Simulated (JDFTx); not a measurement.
The system is MgB2.

```xyz
3
Lattice="3.0850 0.0000 0.0000 -1.5425 2.6717 0.0000 0.0000 0.0000 3.5230" Properties=species:S:1:pos:R:3 pbc="T T T"
Mg    0.0000    0.0000    0.0000
B     1.5425    0.8906    1.7615
B     0.0000    1.7811    1.7615
```

```yaml
Program: JDFTx 1.7.0 (patched build)
Task: single point
Functional: PBE
Potentials_or_basis: PseudoDojo-SR-PBE-0.5-standard
Cutoff: 1143 eV
Density_cutoff: 9143 eV
k_mesh: 10 × 10 × 8
Occupations: fermi-dirac, width 0.05 eV
Spin: no spin polarisation
```

On this cell: pressure -0.9 GPa; largest force under 0.003 eV/Å; band gap on the k mesh none (metal or under the smearing width).

The same run follows on a disturbed copy (atoms moved at random, drawn with an rms of 0.05 Å):

```
CELL_PARAMETERS angstrom
3.08500 0.00000 0.00000
-1.54250 2.67169 0.00000
0.00000 0.00000 3.52300
ATOMIC_POSITIONS crystal
Mg 0.01959 0.99359 0.99020
B 0.66441 0.32161 0.49171
B 0.33637 0.66639 0.50926
```

Problem. What changes?

Solution. The energy (extrapolated to zero smearing) moves by +10.9 meV/atom; pressure -0.6 GPa; largest force 0.741 eV/Å; band gap on the k mesh none (metal or under the smearing width).

Forces on the atoms (eV/Å):
```
Mg  -0.284  0.007  0.239
B    0.135  0.152  0.469
B    0.149 -0.159 -0.708
```

Stress tensor (GPa, compression positive):
```
-1.26 -0.01 -0.30
-0.01 -0.38  0.10
-0.30  0.10 -0.24
```

Caveats: the empty levels aren't tightly converged (some runs).
